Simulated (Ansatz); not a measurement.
Pd:

```
Pd
1.0
     2.78367    0.00000    0.00000
    -1.39183    2.41072    0.00000
     0.00000    0.00000    4.62889
Pd
2
Cartesian
  0.0000 1.6071 1.1572
  1.3918 0.8036 3.4717
```

This isn't the form of Pd at room conditions, which is fcc.

```yaml
Program: Ansatz 0.2.0
Task: relaxation of cell and atoms
Functional: RPBE
Dispersion: D4
Potentials_or_basis: Ansatz PAW
Cutoff: "420 eV (not typed: the program's choice for these potentials)"
k_mesh: 11 × 11 × 6
Occupations: fermi-dirac, width 0.05 eV
Spin: no spin polarisation
```

At the start: volume 15.53 Å³/atom.

Problem. How do energy, volume and symmetry change on relaxing?

Solution. It ends after 8 steps and the volume is 14.99 Å³/atom (-3.5 %); space group P6_3/mmc (No. 194, to 0.05 Å).

The path:
| step | energy change (eV) | largest force (eV/Å) | volume (Å³) |
| --- | --- | --- | --- |
| 1 | 0.0000 | 0.0000 | 31.06 |
| 2 | -0.0037 | 0.0000 | 29.04 |
| 3 | -0.0204 | 0.0000 | 30.06 |
| 4 | -0.0206 | 0.0000 | 29.98 |
| 5 | -0.0206 | 0.0000 | 29.97 |
| 6 | -0.0199 | 0.0000 | 29.97 |
| 7 | -0.0199 | 0.0000 | 29.98 |
| 8 | -0.0199 | 0.0000 | 29.98 |

Final structure:
```
CELL_PARAMETERS angstrom
2.74896 0.00000 0.00000
-1.37448 2.38067 0.00000
0.00000 0.00000 4.58136
ATOMIC_POSITIONS crystal
Pd 0.33333 0.66667 0.25000
Pd 0.66667 0.33333 0.75000
```

Caveat: the plane-wave basis is chosen anew once the cell has moved, so the energies of steps on either side of that aren't comparable; pairwise dispersion overbinds metals, which lowers pressure and volume; the PAW data sets come from PBE, with cores solved anew for the run's functional, which leaves a small shift of forces and pressure.
